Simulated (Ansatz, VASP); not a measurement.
# BN: VASP beside Ansatz

File INCAR:

```
SYSTEM = BN
  PREC = Accurate
  ENCUT = 600
  EDIFF = 1E-6
  ISMEAR = 0
  SIGMA = 0.02
  LREAL = .FALSE.
  LASPH = .TRUE.
  NELM = 80
  ALGO = Normal
  ISIF = 4
  LWAVE = .FALSE.
  LCHARG = .FALSE.
  GGA = PE
  IBRION = 2
  NSW = 50
  EDIFFG = -0.01
```

KPOINTS

```
regular mesh
0
G
  12 12 6
  0 0 0
```

The input POSCAR:

```
BN
1.0
    2.6047808092      0.0000000000      0.0000000000
   -1.3023904046      2.2558063520      0.0000000000
    0.0000000000      0.0000000000      4.3070444634
B N
2 2
Direct
    0.6666666667      0.3333333333      0.9999286778
    0.3333333333      0.6666666667      0.4999286778
    0.6666666667      0.3333333333      0.6250713222
    0.3333333333      0.6666666667      0.1250713222
```

Input for Ansatz:

```yaml
crystal:
  lattice:
    - [2.6047808092, 0.0, 0.0]
    - [-1.3023904046, 2.255806352, 0.0]
    - [0.0, 0.0, 4.3070444634]
  atoms:
    - { symbol: B, position: [0.6666666667, 0.3333333333, 0.9999286778] }
    - { symbol: B, position: [0.3333333333, 0.6666666667, 0.4999286778] }
    - { symbol: "N", position: [0.6666666667, 0.3333333333, 0.6250713222] }
    - { symbol: "N", position: [0.3333333333, 0.6666666667, 0.1250713222] }
basis:
  ecutwfc: 420
kpoints:
  mp_grid: { grid: [12, 12, 6] }
hamiltonian:
  xc: pbe
scf:
  occupations: { method: gaussian, width: 0.02 }
output:
  forces: true
  stress: true
  eigenvalues: true
  write_density: true
  write_potential: true
  elf: true
  volumetric_format: npy
relax:
  adjacent_minimum: "off"
  f_tol: 0.01
  max_steps: 30
  cell: { stress_tol: 0.1, fix: [volume] }
```

Alike in both runs: task relaxation of shape and atoms at fixed volume; functional PBE; k mesh 12 × 12 × 6; occupations gaussian, width 0.02 eV; no spin polarisation.

|  | VASP | Ansatz |
| --- | --- | --- |
| version | VASP 6.6.1 | Ansatz 0.2.0 |
| potentials or method | VASP PAW PBE potentials, release 64 (B, N) | scalar-relativistic, plane waves, PAW |
| plane-wave cutoff (eV) | 600 | 420 |
| valence electrons in the cell | 16 | 16 |

VASP gave:

| Property | Result |
| --- | --- |
| gap on the k mesh at the Fermi level, each at its own relaxed structure (eV) | 5.32 |
| relaxed volume (Å³/atom) | 6.33 |
| relaxed cell length with the largest relative difference (Å) | 4.307 |

Problem. Which values does Ansatz return?

Solution. gap on the k mesh at the Fermi level, each at its own relaxed structure (eV): 5.34; relaxed volume (Å³/atom): 6.33; relaxed cell length with the largest relative difference (Å): 4.307.

A k mesh can miss the band edges.
